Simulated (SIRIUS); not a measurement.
ZrN: equation of state with LDA

ZrN:

```
Zr N
1.0
     0.00000    2.30000    2.30000
     2.30000    0.00000    2.30000
     2.30000    2.30000    0.00000
Zr N
1 1
Cartesian
  2.3000 2.3000 2.3000
  0.0000 0.0000 0.0000
```

```yaml
Program: SIRIUS 7.12.0
Task: equation of state
Functional: LDA
Potentials_or_basis: all-electron FP-LAPW
Cutoff: 261 eV
Basis: apw+lo standard
k_mesh: 10 × 10 × 10
Occupations: fermi-dirac, width 0.05 eV
Spin: no spin polarisation
Muffin_tin_radii: N 1.6, Zr 2.54 bohr
Basis_cutoff_gk_cutoff: 4.38 1/bohr
Cutoff_of_density_and_potential_pw_cutoff: 23 1/bohr
lmax_of_the_basis: 13
lmax_of_density_and_potential: 8
Valence_relativity: iora
Core_states: N 1s, Zr 1s2s2p3s3p3d
Local_orbitals_radial_functions: N 10, Zr 13
Smallest_sphere_radius_times_basis_cutoff: 7.01
```

```
Equilibrium volume                      : 11.58 Å³/atom
Bulk modulus                            : 285 GPa
Pressure derivative of the bulk modulus : 4.4
```

Energy against volume, from the lowest point:
| volume (Å³/atom) | energy (meV/atom) |
| --- | --- |
| 11.437 | 0.89 |
| 11.680 | 0.00 |
| 11.924 | 7.82 |
| 12.167 | 23.37 |
| 12.410 | 45.82 |
| 12.654 | 74.48 |
| 12.897 | 108.62 |

All runs of the series together: 6.7 min on 1 thread of Arm Neoverse V2, with other jobs on the host.

LDA usually gives volumes a few per cent too small. Zero-point motion and thermal expansion aren't in these numbers.
